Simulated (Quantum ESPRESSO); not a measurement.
Sb:

```
Sb
1.0
     0.00000    2.37124    2.37124
     2.37124    0.00000    2.37124
     2.37124    2.37124    0.00000
Sb
1
Direct
  0.00000 0.00000 0.00000
```

This isn't the form of Sb at room conditions, which is rhombohedral.

| Item | Value |
| --- | --- |
| Program | Quantum ESPRESSO 7.5 |
| Task | relaxation of cell and atoms |
| Functional | PBEsol |
| Dispersion | rVV10 |
| Potentials or basis | GBRV 1.5 PBEsol |
| Cutoff | 612 eV |
| Density cutoff | 4898 eV |
| k mesh | 10 × 10 × 10 |
| Occupations | fermi-dirac, width 0.05 eV |
| Spin | no spin polarisation |

At the start: pressure -3.6 GPa; volume 26.67 Å³/atom.

Question: Where does the relaxation end?

Answer: Over 4 steps the energy falls by 14.5 meV/atom and the volume is 25.21 Å³/atom (-5.5 %); space group Fm-3m (No. 225, to 0.05 Å).

Step by step:
```tsv
step	energy change (eV)	largest force (eV/Å)	pressure (GPa)	volume (Å³)
1	0.0000	0.0000	-3.56	26.67
2	-0.0106	0.0000	-2.07	26.00
3	-0.0144	0.0000	0.17	25.15
4	-0.0145	0.0000	-0.01	25.21
```

Final structure:
```
Sb
1.0
     0.00000    2.32730    2.32730
     2.32730    0.00000    2.32730
     2.32730    2.32730    0.00000
Sb
1
Direct
  0.00000 0.00000 0.00000
```

Caveat: rVV10's parameter b was fitted to another functional.
